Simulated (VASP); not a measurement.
Bi2Se3 (Paraguanajuatite):

```
Bi Se
1.0
     2.13579    1.23310   10.55376
    -2.13579    1.23310   10.55376
     0.00000   -2.46619   10.55376
Bi Se
2 3
Direct
  0.39582 0.39582 0.39582
  0.60418 0.60418 0.60418
  0.00000 0.00000 0.00000
  0.22058 0.22058 0.22058
  0.77942 0.77942 0.77942
```

The cell isn't the ideal one: a relaxed cell with its volume scaled by 1.06.

| Property | Result |
| --- | --- |
| Program | VASP 6.6.1 |
| Task | relaxation of shape and atoms at fixed volume |
| Functional | PBE |
| Potentials or basis | VASP PAW PBE potentials, release 64 (Bi, Se) |
| Cutoff | 300 eV |
| k mesh | 4 × 4 × 4 |
| Occupations | gaussian, width 0.03 eV |
| Spin | no spin polarisation |

At the start: pressure -2.7 GPa; volume 33.35 Å³/atom.

Problem. Where does the relaxation end?

Solution. Over 8 steps the energy falls by 16.3 meV/atom; space group R-3m (No. 166, to 0.05 Å).

The path:
```tsv
step	energy change (eV)	largest force (eV/Å)	pressure (GPa)
1	0.0000	0.4334	-2.71
2	-0.0161	0.2869	-2.39
3	-0.0246	0.2718	-1.94
4	-0.0357	0.2477	-1.76
5	-0.0621	0.1709	-1.20
6	-0.0812	0.0073	0.03
7	-0.0815	0.0121	-0.10
8	-0.0817	0.0049	-0.08
```

Final structure:
```yaml
crystal:
  lattice:
    - [2.09562, 1.20991, 10.96223]
    - [-2.09562, 1.20991, 10.96223]
    - [0.00000, -2.41981, 10.96223]
  atoms:
    - { symbol: Bi, position: [0.39234, 0.39234, 0.39234] }
    - { symbol: Bi, position: [0.60766, 0.60766, 0.60766] }
    - { symbol: Se, position: [0.00000, 0.00000, 0.00000] }
    - { symbol: Se, position: [0.22699, 0.22699, 0.22699] }
    - { symbol: Se, position: [0.77301, 0.77301, 0.77301] }
```

Caveat: the k mesh is coarse (spacing up to 0.43 Å⁻¹), so the values aren't converged.
